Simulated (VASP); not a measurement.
Crystal: C.

```
CELL_PARAMETERS angstrom
2.46100 0.00000 0.00000
-1.23050 2.13129 0.00000
0.00000 0.00000 6.70800
ATOMIC_POSITIONS crystal
C 0.00000 0.00000 0.25000
C 0.33333 0.66667 0.25000
C 0.00000 0.00000 0.75000
C 0.33333 0.66667 0.75000
```

The cell was built by a generator and needn't be a form met in nature.

Base run:

```yaml
Program: VASP 6.6.1
Functional: optB86b-vdW
Potentials_or_basis: VASP PAW PBE potentials, release 64 (C)
Cutoff: 520 eV
k_mesh: 16 × 16 × 4
Occupations: fermi-dirac, width 0.05 eV
Spin: no spin polarisation
```

Its results: band gap on the k mesh 0.16 eV; pressure 2.6 GPa.

Problem. The run is repeated on the same cell with these changes: functional from optB86b-vdW to PBE. What comes out?

Solution. Band gap on the k mesh 0.12 eV; pressure 3.8 GPa.

Caveats: the PAW data sets were made with another functional, which shifts forces and pressure a little (some runs); this functional lacks dispersion, which binds the layers, so the pressure and a relaxed spacing across them are unreliable (some runs).

A k mesh can miss the band edges.
